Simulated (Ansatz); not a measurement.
**Zr: stiffness from a series of strains**

```yaml
crystal:
  lattice:
    - [-1.81000, 1.81000, 1.81000]
    - [1.81000, -1.81000, 1.81000]
    - [1.81000, 1.81000, -1.81000]
  atoms:
    - { symbol: Zr, position: [0.00000, 0.00000, 0.00000] }
```

The geometry is COD entry 9008559, unchecked; take it as a test cell.

These are results of DFT, PBE, all-electron LAPW, scalar-relativistic in Ansatz 0.2.0, not measurements.

The runs use a Γ-centred 14×14×14 k mesh, Fermi–Dirac smearing of 0.08 eV, basis error target 0.5 meV/atom, no spin polarisation.

The strain is applied along the Cartesian axes of the cell as listed (γ is the engineering shear, twice εxy = εyz = εzx). Fractional coordinates are held (clamped ions).

σ is the change of stress from the unstrained cell, which is at -3.02 GPa; tension is positive, so slopes are stress–strain coefficients at that pressure. In a metal the k mesh adds noise.

Only quantities that a quadratic follows smoothly over the whole series are listed; rougher ones are left out.

```csv
γ,σxy (GPa)
-0.0300,-0.69
-0.0200,-0.51
-0.0100,-0.28
0.0000,0.00
0.0200,0.64
0.0300,0.97
```

Problem. Fit the series and read off the stiffness at zero strain.

Solution. Least-squares fits y = p0 + p1 x + p2 x² to the rows give σxy (GPa): p1 = 28, p2 = 160. So C44 (clamped ions) = 28 GPa.

Problem. One run, at γ = 0.0100, is withheld. Predict its row.

Solution. The fits give 0.29; the run gave 0.31.
